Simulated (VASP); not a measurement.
# Ca (Fd-3m) in VASP: further runs

The runs below take Ca through single point, with LDA.

All numbers are computed with VASP 6.6.1; they aren't measurements. Logs are shortened: lines on timing, memory, paths and dates and some standing lists are left out, and cuts for length are marked.

### 1 Starting point

It takes space group Fd-3m (No. 227, cubic). Conventional cell: a = 8.240 Å, b = 8.240 Å, c = 8.240 Å, α = 90.00°, β = 90.00°, γ = 90.00°. Ca (site symmetry -43m) is surrounded by 4 Ca at 3.57 Å.

This isn't the form of Ca at room conditions, which is fcc.

### 2 Single point, LDA

INCAR reads:

```
SYSTEM = Ca
  PREC = Accurate
  ENCUT = 520
  EDIFF = 1E-7
  ISMEAR = -1
  SIGMA = 0.1
  LREAL = .FALSE.
  LASPH = .TRUE.
  NELM = 80
  ALGO = Fast
  ISIF = 2
  LWAVE = .FALSE.
  LCHARG = .FALSE.
  NBANDS = 17
```

KPOINTS reads:

```
regular mesh
0
G
  11 11 11
  0 0 0
```

POSCAR reads:

```
Ca
1.0
    0.0000000000      4.1199991061      4.1199991061
    4.1199991061      0.0000000000      4.1199991061
    4.1199991061      4.1199991061      0.0000000000
Ca
2
Direct
    0.1250000000      0.1250000000      0.1250000000
    0.8750000000      0.8750000000      0.8750000000
```

Potentials or basis: VASP PAW LDA potentials, release 64 (Ca_sv).

Started as:

```bash
cat potpaw_LDA.64/Ca_sv/POTCAR > POTCAR
mpirun -np 1 vasp_std > vasp.out
```

OUTCAR:

```text
SYSTEM = Ca
   PREC = Accurate
   ENCUT = 520
   EDIFF = 1E-7
   ISMEAR = -1
   LREAL = .FALSE.
   LASPH = .TRUE.
   NELM = 80
   ISIF = 2

 ion  position               nearest neighbor table
   1  0.125  0.125  0.125-
   2  0.875  0.875  0.875-

  LATTYP: Found a face centered cubic cell.
 ALAT       =     8.2399982122

  Lattice vectors:

 A1 = (   0.0000000000,   4.1199991061,   4.1199991061)
 A2 = (   4.1199991061,   0.0000000000,   4.1199991061)
 A3 = (   4.1199991061,   4.1199991061,   0.0000000000)

Analysis of symmetry for initial positions (statically):
=====================================================================
 Subroutine PRICEL returns:
 Original cell was already a primitive cell.

 Routine SETGRP: Setting up the symmetry group for a
 face centered cubic supercell.

 Subroutine GETGRP returns: Found 48 space group operations
 (whereof 12 operations were pure point group operations)
 out of a pool of 48 trial point group operations.

The static configuration has the point symmetry D_3d.
 The point group associated with its full space group is O_h .

Analysis of symmetry for dynamics (positions and initial velocities):
=====================================================================
 Subroutine PRICEL returns:
 Original cell was already a primitive cell.

 Routine SETGRP: Setting up the symmetry group for a
 face centered cubic supercell.

 Subroutine GETGRP returns: Found 48 space group operations
 (whereof 12 operations were pure point group operations)
 out of a pool of 48 trial point group operations.

The dynamic configuration has the point symmetry D_3d.
 The point group associated with its full space group is O_h .

 Subroutine INISYM returns: Found 48 space group operations
 (whereof 12 operations are pure point group operations),
 and found     1 'primitive' translations

----------------------------------------------------------------------------------------

                                     Primitive cell

  volume of cell :     139.8690

  direct lattice vectors                    reciprocal lattice vectors
     0.000000000  4.119999106  4.119999106    -0.121359250  0.121359250  0.121359250
     4.119999106  0.000000000  4.119999106     0.121359250 -0.121359250  0.121359250
     4.119999106  4.119999106  0.000000000     0.121359250  0.121359250 -0.121359250

  length of vectors
     5.826558613  5.826558613  5.826558613     0.210200386  0.210200386  0.210200386

  position of ions in fractional coordinates (direct lattice)
     0.125000000  0.125000000  0.125000000
     0.875000000  0.875000000  0.875000000

  ion indices of the primitive-cell ions
   primitive index   ion index
                 1           1
                 2           2

----------------------------------------------------------------------------------------

 KPOINTS: regular mesh

Automatic generation of k-mesh.
 Grid dimensions read from file:
 generate k-points for:   11   11   11

 Generating k-lattice:

  Cartesian coordinates                     Fractional coordinates (reciprocal lattice)
    -0.011032659  0.011032659  0.011032659     0.090909091  0.000000000  0.000000000
     0.011032659 -0.011032659  0.011032659     0.000000000  0.090909091  0.000000000
     0.011032659  0.011032659 -0.011032659     0.000000000  0.000000000  0.090909091

  Length of vectors
     0.019109126  0.019109126  0.019109126

  Shift w.r.t. Gamma in fractional coordinates (k-lattice)
     0.000000000  0.000000000  0.000000000

 Subroutine IBZKPT returns following result:
 ===========================================

 Found     56 irreducible k-points:

 Following reciprocal coordinates:
            Coordinates               Weight
  0.000000  0.000000  0.000000      1.000000
  0.090909  0.000000  0.000000      8.000000
  0.181818  0.000000  0.000000      8.000000
  0.272727  0.000000  0.000000      8.000000
  0.363636  0.000000  0.000000      8.000000
  0.454545  0.000000  0.000000      8.000000
[... 16 lines left out ...]
 -0.272727  0.181818  0.000000     24.000000
 -0.181818  0.181818  0.000000     12.000000
 [... further k-points ...]
   k-points           NKPTS =     56   k-points in BZ     NKDIM =     56   number of bands    NBANDS=     17
   number of dos      NEDOS =    301   number of ions     NIONS =      2
   total plane-waves  NPLWV = 110592
   dimension x,y,z NGX =    48 NGY =   48 NGZ =   48
   dimension x,y,z NGXF=    96 NGYF=   96 NGZF=   96
   ions per type =               2
   NGX,Y,Z   is equivalent  to a cutoff of  13.70, 13.70, 13.70 a.u.
   NGXF,Y,Z  is equivalent  to a cutoff of  27.39, 27.39, 27.39 a.u.
 SYSTEM =  Ca
   PREC   = accura    normal or accurate (medium, high low for compatibility)
   ISTART =      0    job   : 0-new  1-cont  2-samecut
   ICHARG =      2    charge: 1-file 2-atom 10-const
   ISPIN  =      1    spin polarized calculation?
   LNONCOLLINEAR =      F non collinear calculations
   LSORBIT =      F    spin-orbit coupling
   LASPH  =      T    aspherical Exc in radial PAW
   ENCUT  =  520.0 eV  38.22 Ry    6.18 a.u.  10.83 10.83 10.83*2*pi/ulx,y,z
   NELM   =     80;   NELMIN=  2; NELMDL= -5     # of ELM steps
   EDIFF  = 0.1E-06   stopping-criterion for ELM
   LREAL  =      F    real-space projection
   EDIFFG = 0.1E-05   stopping-criterion for IOM
   NSW    =      0    number of steps for IOM
   IBRION =     -1    ionic relax: 0-MD 1-quasi-New 2-CG
   NFREE  =      0    steps in history (QN), initial steepest desc. (CG)
   ISIF   =      2    stress and relaxation
   ISYM   =      2    0-nonsym 1-usesym 2-fastsym
   POTIM  = 0.5000    time-step for ionic-motion
   TEBEG  =    0.0;   TEEND  =   0.0 temperature during run
   PSTRESS=    0.0 pullay stress
   NELECT =      20.0000    total number of electrons
   NUPDOWN=      -1.0000    fix difference up-down
   EMIN   =  10.00;   EMAX   =-10.00  energy-range for DOS
   EFERMI =   0.00;   METHOD = LEGACY
   ISMEAR =    -1;   SIGMA  =   0.10  broadening in eV -4-tet -1-fermi 0-gaus
   EFERMI_NEDOS =   21; number of points for ismear=-14 and -15
   IALGO  =     68    algorithm
   IMIX   =      4    mixing-type and parameters
     AMIX     =   0.40;   BMIX     =  1.00
     AMIX_MAG =   1.60;   BMIX_MAG =  1.00
  volume/ion in A,a.u.               =      69.93       471.94
  Fermi-wavevector in a.u.,A,eV,Ry     =   0.856073  1.617744  9.971190  0.732862
  Thomas-Fermi vector in A             =   1.972920
   LORBIT       =      0    0 simple, 1 ext, 2 COOP (PROOUT), +10 PAW based schemes
   GGA     = CA    functional components
   LHFCALC =     F    Hartree Fock is set to
   AEXX    =    0.0000 exact exchange contribution
   IVDW    =     0    specifies the selected vdW correction
   LEPSILON=     F    determine dielectric tensor
   LRPA    =     F    only Hartree local field effects (RPA)
 non-spin polarized calculation
 RMM-DIIS sequential band-by-band and
  energy-cutoff  :      520.00
  volume of cell :      139.87
 maximum number of plane-waves:      3787
 NGX is ok and might be reduce to    48
   NGX = 21   NGY = 21   NGZ = 21

 number of electron      20.0000000 magnetization

 Free energy of the ion-electron system (eV)
  ---------------------------------------------------
  ext. energy  EPLUGINS =         0.00000000
  ---------------------------------------------------
  free energy    TOTEN  =        -2.19966967 eV

  energy without entropy =       -2.07891105  energy(sigma->0) =       -2.13929036

 E-fermi :   0.0520     XC(G=0):  -6.3052

 val. band max:        0.0473061959   @ k =   0.3636   0.1818   0.0000
 cond. band min:       0.0713164848   @ k =  -0.3636   0.4545   0.1818
 fundamental gap:      0.0240102889
 Fermi energy:         0.0520103787

 k-point     1 :       0.0000    0.0000    0.0000
  band No.  band energies     occupation
      1     -42.4432      2.00000
      2     -42.4125      2.00000
      3     -23.7418      2.00000
      4     -23.7418      2.00000
      5     -23.7418      2.00000
      6     -23.6469      2.00000
[... 9 lines left out ...]
     16       1.5279      0.00000
     17       1.5279      0.00000

 k-point     2 :       0.0909    0.0000    0.0000
  band No.  band energies     occupation
      1     -42.4427      2.00000
      2     -42.4130      2.00000
      3     -23.7426      2.00000
      4     -23.7426      2.00000
      5     -23.7415      2.00000
      6     -23.6474      2.00000
[... 9 lines left out ...]
     16       1.5296      0.00000
     17       1.5296      0.00000

 k-point     3 :       0.1818    0.0000    0.0000
  band No.  band energies     occupation
      1     -42.4414      2.00000
      2     -42.4143      2.00000
      3     -23.7446      2.00000
      4     -23.7446      2.00000
      5     -23.7405      2.00000
      6     -23.6487      2.00000
[... 9 lines left out ...]
     16       1.5503      0.00000
     17       1.5503      0.00000

 k-point     4 :       0.2727    0.0000    0.0000
  band No.  band energies     occupation
      1     -42.4394      2.00000
      2     -42.4162      2.00000
      3     -23.7472      2.00000
      4     -23.7472      2.00000
      5     -23.7391      2.00000
      6     -23.6504      2.00000
[... 9 lines left out ...]
     16       1.6249      0.00000
     17       1.6249      0.00000

 k-point     5 :       0.3636    0.0000    0.0000
  band No.  band energies     occupation
      1     -42.4373      2.00000
      2     -42.4184      2.00000
      3     -23.7495      2.00000
      4     -23.7495      2.00000
      5     -23.7379      2.00000
      6     -23.6521      2.00000
[... 9 lines left out ...]
     16       1.7573      0.00000
     17       1.7573      0.00000

 k-point     6 :       0.4545    0.0000    0.0000
  band No.  band energies     occupation
      1     -42.4357      2.00000
      2     -42.4199      2.00000
      3     -23.7508      2.00000
      4     -23.7508      2.00000
      5     -23.7372      2.00000
      6     -23.6531      2.00000
[... 9 lines left out ...]
     16       1.8808      0.00000
     17       1.8810      0.00000

 k-point     7 :       0.0909    0.0909    0.0000
  band No.  band energies     occupation
      1     -42.4425      2.00000
      2     -42.4131      2.00000
      3     -23.7435      2.00000
      4     -23.7435      2.00000
      5     -23.7399      2.00000
      6     -23.6489      2.00000
[... 9 lines left out ...]
     16       1.5270      0.00000
     17       1.5270      0.00000

 k-point     8 :       0.1818    0.0909    0.0000
  band No.  band energies     occupation
      1     -42.4415      2.00000
      2     -42.4142      2.00000
      3     -23.7456      2.00000
      4     -23.7455      2.00000
      5     -23.7381      2.00000
      6     -23.6509      2.00000
[... 9 lines left out ...]
     16       1.5337      0.00000
     17       1.5393      0.00000
[... 203 lines left out ...]
      1     -42.4371      2.00000
      2     -42.4185      2.00000
      3     -23.7536      2.00000
      4     -23.7525      2.00000
      5     -23.7275      2.00000
      6     -23.6622      2.00000
[... 9 lines left out ...]
     16       1.6069      0.00000
     17       1.7128      0.00000

 k-point    20 :       0.4545    0.1818    0.0000
  band No.  band energies     occupation
      1     -42.4350      2.00000
      2     -42.4206      2.00000
      3     -23.7563      2.00000
      4     -23.7537      2.00000
      5     -23.7248      2.00000
      6     -23.6651      2.00000
[... 9 lines left out ...]
     16       1.7268      0.00000
     17       1.8555      0.00000

 k-point    21 :      -0.4545    0.1818    0.0000
  band No.  band energies     occupation
      1     -42.4339      2.00000
      2     -42.4217      2.00000
      3     -23.7579      2.00000
      4     -23.7535      2.00000
      5     -23.7239      2.00000
      6     -23.6660      2.00000
[... 9 lines left out ...]
     16       1.8402      0.00000
     17       1.8872      0.00000

 k-point    22 :      -0.3636    0.1818    0.0000
  band No.  band energies     occupation
      1     -42.4346      2.00000
      2     -42.4210      2.00000
      3     -23.7579      2.00000
      4     -23.7520      2.00000
      5     -23.7255      2.00000
      6     -23.6643      2.00000
[... 9 lines left out ...]
     16       1.7197      0.00000
     17       1.9894      0.00000

 k-point    23 :      -0.2727    0.1818    0.0000
  band No.  band energies     occupation
      1     -42.4365      2.00000
      2     -42.4191      2.00000
      3     -23.7561      2.00000
      4     -23.7497      2.00000
      5     -23.7292      2.00000
      6     -23.6605      2.00000
[... 9 lines left out ...]
     16       1.6118      0.00000
     17       1.8679      0.00000

 k-point    24 :      -0.1818    0.1818    0.0000
  band No.  band energies     occupation
      1     -42.4387      2.00000
      2     -42.4170      2.00000
      3     -23.7527      2.00000
      4     -23.7471      2.00000
      5     -23.7337      2.00000
      6     -23.6558      2.00000
[... 9 lines left out ...]
     16       1.5600      0.00000
     17       1.6970      0.00000

 [... further k-points ...]
[... 5 lines left out ...]
  --------------------------------------------------------------------------------------
  -------------------------------------------------------------------------------------
  Total        0.0043855      0.0043855      0.0043855     -0.0000000     -0.0000000      0.0000000
  in kB        0.0502353      0.0502353      0.0502353     -0.0000000     -0.0000000      0.0000000
  external PRESSURE =       0.0502353 kB  Pullay stress =       0.0000000 kB

 VOLUME and BASIS-vectors are now :
 -----------------------------------------------------------------------------
  energy-cutoff  :      520.00
  volume of cell :      139.87
      direct lattice vectors                 reciprocal lattice vectors
     0.000000000  4.119999106  4.119999106    -0.121359250  0.121359250  0.121359250
     4.119999106  0.000000000  4.119999106     0.121359250 -0.121359250  0.121359250
     4.119999106  4.119999106  0.000000000     0.121359250  0.121359250 -0.121359250

 POSITION                                       TOTAL-FORCE (eV/Angst)
 -----------------------------------------------------------------------------------
      1.03000      1.03000      1.03000         0.000000      0.000000      0.000000
      7.21000      7.21000      7.21000        -0.000000     -0.000000     -0.000000
 -----------------------------------------------------------------------------------
    total drift:                                0.000000      0.000000      0.000000

  FREE ENERGIE OF THE ION-ELECTRON SYSTEM (eV)
  ---------------------------------------------------
  free  energy   TOTEN  =        -2.1996696745 eV

  energy  without entropy=       -2.0789110511  energy(sigma->0) =       -2.13929036
```

Wall time 4.1 min (1 thread of Intel Xeon Platinum 8488C (Sapphire Rapids), shared host); peak memory 0.31 GiB.

What came out:

```yaml
Free_energy: -2.1997 eV
Pressure: 0.0 GPa
Band_gap_on_the_k_mesh: none (metal or under the smearing width)
```

Levels at points of the mesh, in eV from the Fermi level:
| k point | band 8 | band 9 | band 10 | band 11 | band 12 | band 13 |
| --- | --- | --- | --- | --- | --- | --- |
| (0.00, 0.00, 0.00) | -23.70 | -3.13 | 0.65 | 0.65 | 0.65 | 0.81 |

### 3 Single point, LDA

This run uses another cell than the first one, of 64.34 Å³/atom, 0.920 times its volume.

INCAR reads:

```
SYSTEM = Ca
ALGO = Fast
EDIFF = 1E-6
ENCUT = 520
ISIF = 2
ISMEAR = -1
LASPH = .True.
LCHARG = .True.
LELF = .True.
LREAL = .False.
LVHAR = .True.
LWAVE = .False.
NBANDS = 17
NELM = 100
PREC = Accurate
SIGMA = 0.1
```

KPOINTS reads:

```
k-points
0
Gamma
  8 8 8
  0 0 0
```

POSCAR reads:

```
Ca
1.0
    0.0000000000      4.0070650946      4.0070650946
    4.0070650946      0.0000000000      4.0070650946
    4.0070650946      4.0070650946      0.0000000000
Ca
2
Direct
    0.1250000000      0.1250000000      0.1250000000
    0.8750000000      0.8750000000      0.8750000000
```

Potentials or basis: VASP PAW LDA potentials, release 64 (Ca_sv).

Started as:

```bash
cat potpaw_LDA.64/Ca_sv/POTCAR > POTCAR
mpirun -np 1 vasp_std > vasp.out
```

Run time: 81 s. Hardware: 1 thread of Intel Xeon Platinum 8488C (Sapphire Rapids), shared host; peak memory 0.22 GiB.

It converged, with:

* Free energy: -2.1847 eV
* Pressure: 0.4 GPa
* Band gap on the k mesh: none (metal or under the smearing width)

Levels at points of the mesh, in eV from the Fermi level:
| k point | band 8 | band 9 | band 10 | band 11 | band 12 | band 13 |
| --- | --- | --- | --- | --- | --- | --- |
| (0.00, 0.00, 0.00) | -23.58 | -3.22 | 0.69 | 0.69 | 0.69 | 0.81 |
| (0.50, 0.00, 0.00) | -23.56 | -1.88 | -0.85 | 0.68 | 0.68 | 0.75 |
| (0.50, 0.50, 0.00) | -23.55 | -0.95 | -0.95 | 0.10 | 0.10 | 0.95 |
